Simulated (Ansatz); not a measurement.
## ZrO2: equation of state with BLYP+D4

ZrO2:

```
Zr O
1.0
     0.00000    2.54507    2.54507
     2.54507    0.00000    2.54507
     2.54507    2.54507    0.00000
Zr O
1 2
Direct
  0.00000 0.00000 0.00000
  0.75000 0.75000 0.75000
  0.25000 0.25000 0.25000
```

Measurements of this composition are mostly on another form, of space group No. 14.

- Program: Ansatz 0.2.0
- Task: equation of state
- Functional: BLYP
- Dispersion: D4
- Potentials or basis: Ansatz PAW
- Cutoff: 420 eV
- Density cutoff: 1680 eV
- k mesh: 9 × 9 × 9
- Occupations: fermi-dirac, width 0.05 eV
- Spin: no spin polarisation

```
Equilibrium volume                      : 11.15 Å³/atom
Bulk modulus                            : 233 GPa
Pressure derivative of the bulk modulus : 4.4
```

Energy against volume, from the lowest point:
```
volume (Å³/atom)  energy (meV/atom)
          10.331              49.93
          10.551              25.61
          10.770               9.78
          10.990               1.48
          11.210               0.00
          11.430               4.70
          11.650              14.87
```

All runs of the series together: 7.2 s on 2 threads of Arm Neoverse V1 (shared host).

Caveat: the potentials were made for another functional, which shifts forces and pressure.
